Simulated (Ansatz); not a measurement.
The system is WS2, a slab with vacuum.

```
W S
1.0
     3.18352    0.00000    0.00000
    -1.59176    2.75701    0.00000
     0.00000    0.00000   16.95058
W S
1 2
Direct
  0.00000 0.00000 0.00000
  0.33333 0.66667 0.09200
  0.33333 0.66667 0.90800
```

Base run:

* Program: Ansatz 0.2.0
* Functional: PBEsol
* Potentials or basis: all-electron LAPW, scalar-relativistic
* Cutoff: 259 eV
* Density cutoff: 1037 eV
* Basis error allowed: 0.002 eV/atom
* k mesh: 10 × 10 × 2
* Occupations: fermi-dirac, width 0.05 eV
* Spin: no spin polarisation
* Hubbard terms: W d U = 8 eV

Its results: band gap on the k mesh 1.32 eV, direct; largest force 0.112 eV/Å.

Question: After a change of settings the same cell gave: band gap on the k mesh 1.77 eV, direct; largest force 0.096 eV/Å. Which change was it?
A. k mesh from 10 × 10 × 2 to 8 × 8 × 2; hubbard terms from W d U = 8 eV to none
B. hubbard terms from W d U = 8 eV to W d U = 6 eV
C. hubbard terms from W d U = 8 eV to W d U = 2 eV
D. potentials or basis from all-electron LAPW, scalar-relativistic to all-electron PAW datasets made for the crystal; hubbard terms from W d U = 8 eV to none

Answer: B.

Caveats: U is the effective U less J, on atomic orbitals that reach past the spheres; spin-orbit coupling is left out, which moves the levels of the heavy elements.

Not every run made on this cell is shown here.
